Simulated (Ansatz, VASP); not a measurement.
One calculation of TiC, two programs

File INCAR:

```
  PREC = Accurate
  ENCUT = 520
  EDIFF = 1E-6
  ISMEAR = -1
  SIGMA = 0.03
  LREAL = False
  LASPH = True
  NELM = 80
  ALGO = Normal
  ISIF = 2
  LWAVE = False
  LCHARG = False
  GGA = PE
  NBANDS = 15
```

File KPOINTS:

```
Automatic mesh
0
Gamma
  14 14 14
```

The input POSCAR:

```
TiC
1.0
    0.0000000000      2.2019700150      2.2019700150
    2.2019700150      0.0000000000      2.2019700150
    2.2019700150      2.2019700150      0.0000000000
Ti C
1 1
Direct
    0.0000000000      0.0000000000      0.0000000000
    0.5000000000      0.5000000000      0.5000000000
```

Input for Ansatz:

```yaml
crystal:
  lattice:
    - [0.0, 2.201970015, 2.201970015]
    - [2.201970015, 0.0, 2.201970015]
    - [2.201970015, 2.201970015, 0.0]
  atoms:
    - { symbol: Ti, position: [0.0, 0.0, 0.0] }
    - { symbol: C, position: [0.5, 0.5, 0.5] }
kpoints:
  mp_grid: { grid: [14, 14, 14] }
scf:
  occupations: { method: fermi_dirac, width: 0.03 }
hamiltonian:
  xc: pbe
  pseudopotentials: { kind: all_electron, lapw: { basis_error: 0.00025 } }
output:
  forces: true
  stress: true
  eigenvalues: true
```

Change from the starting cell: volume scaled by 1.05.

Alike in both runs: task single point; functional PBE; k mesh 14 × 14 × 14; occupations fermi-dirac, width 0.03 eV; no spin polarisation.

```csv
,VASP,Ansatz
version,VASP 6.6.1,Ansatz 0.2.0
potentials or method,"VASP PAW PBE potentials, release 64 (Ti_sv, C)","all-electron LAPW, scalar-relativistic"
plane-wave cutoff (eV),520,see its input
```

```tsv
	VASP	Ansatz	Ansatz less VASP
pressure (GPa)	-10.8	-11.1	-0.28
```

Ansatz ran all-electron here, so the differences hold the error of VASP's frozen core and of both bases.
